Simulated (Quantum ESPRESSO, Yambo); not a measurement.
Four G0W0 runs on P (puckered monolayer).

The cell holds 4 atoms: 4 P. Cell: a = 4.627 Å, b = 3.304 Å, c = 14.000 Å, α = 90.0°, β = 90.0°, γ = 90.0°. It derives from  ([{'formula': 'P', 'spacegroup': 64, 'source': 'prototype of the bulk crystal'}]). Vacuum lies along c.

```xyz
4
Lattice="4.6272 0.0000 0.0000 0.0000 3.3044 0.0000 0.0000 0.0000 14.0000" Properties=species:S:1:pos:R:3
P     0.4108    0.0000    8.0537
P     1.9028    1.6522    8.0537
P     2.7243    1.6522    5.9463
P     4.2164    0.0000    5.9463
```

The structure was relaxed with PBE. The runs that relaxed it are not among those shown.

Program: Yambo 5.3.0; PBE start, 6×8×1 mesh, Godby-Needs plasmon pole.

```csv
bands,screening cutoff (eV),gap on the mesh (eV)
67,81.6,1.951
235,81.6,1.964
67,136.1,1.990
```

**Question.** If the two steps added up, what gap would 235 bands at 136.1 eV give? Do they add up?

From the first row, the second adds +0.013 eV and the third +0.039 eV, so the sum predicts 1.951 +0.013 +0.039 = 2.003 eV. The run gave 2.023 eV, +0.020 eV from that. They don't add up: at the higher cutoff the same bands are worth +0.033 eV. High empty states act through short-wavelength screening, so a band sum at a low cutoff levels off early.

Limits: not at the basis limit.

[Paths, hosts, dates, memory and timing lines, banners, echoed tables and standing remarks are left out of the program output.]

[Logs are printed without paths, hosts, clocks, repeated set-up lines and the standing remarks that a program may print on its own settings, such as how far it seeks lower states.]

[Runs of the session that timed out or met a known fault of the program may be left out.]

[Hosts, paths, dates, database ids (printed as entryN), source tags and the programs' standing remarks are cut or masked in the printed files.]
